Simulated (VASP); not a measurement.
Wanted: the native input for a VASP 6.6.1 run.

* Task: relaxation of cell and atoms
* Functional: PBEsol
* Dispersion: D4
* Potentials or basis: VASP PAW PBE potentials, release 64 (Te, Mo_sv)
* Cutoff: 600 eV
* k mesh: 12 × 12 × 1
* Occupations: gaussian, width 0.03 eV
* Spin: no spin polarisation
* Dipole correction: no
* Further INCAR settings: ALGO = Normal; EDIFF = 1e-07; IBRION = 2; EDIFFG = -0.005; NSW = 60; ISIF = 3

The structure of Te2Mo lies in POSCAR:

```
Te2Mo
1.0
    3.5200000000      0.0000000000      0.0000000000
   -1.7600000000      3.0484094200      0.0000000000
    0.0000000000      0.0000000000     19.6200000000
Te Mo
2 1
Direct
    0.6666670000      0.3333330000      0.4077472000
    0.6666670000      0.3333330000      0.5922528000
    0.3333330000      0.6666670000      0.5000000000
```

The cell was built by a generator and needn't be a form met in nature.

The input as run:

INCAR

```
PREC = Accurate
ENCUT = 600
EDIFF = 1E-7
ISMEAR = 0
SIGMA = 0.03
LREAL = F
LASPH = T
NELM = 120
ALGO = Normal
ISIF = 3
LWAVE = F
LCHARG = F
GGA = PS
IVDW = 13
IBRION = 2
NSW = 60
EDIFFG = -0.005
LATTICE_CONSTRAINTS = .TRUE. .TRUE. .FALSE.
KPAR = 4
```

KPOINTS

```
Automatic mesh
0
Gamma
  12 12 1
```

Potentials or basis: VASP PAW PBE potentials, release 64 (Te, Mo_sv).

The run is started by

```bash
$ cat potpaw_PBE.64/Te/POTCAR potpaw_PBE.64/Mo_sv/POTCAR > POTCAR
$ mpirun -np 4 vasp_std > vasp.out
```

Results of the run:

```
Relaxed volume                         : 67.90 Å³/atom
Relaxed cell                           : a = 3.462 Å, b = 3.462 Å, c = 19.620 Å, α = 90.00°, β = 90.00°, γ = 120.00°
Space group after relaxing (to 0.05 Å) : P-6m2 (No. 187)
Energy gained by relaxing              : 8.6 meV/atom
Ionic steps                            : 7
Band gap on the k mesh                 : 1.28 eV, direct
Dispersion energy per atom             : -0.230 eV
```

Caveat: the PAW data sets were made with another functional, which shifts forces and pressure a little; spin-orbit coupling is left out, which moves the levels of the heavy elements.

Run time: 3.5 min on 4 MPI ranks on AMD EPYC 7R13 Processor (Zen 3), on a shared host, peak memory 0.41 GiB a rank.
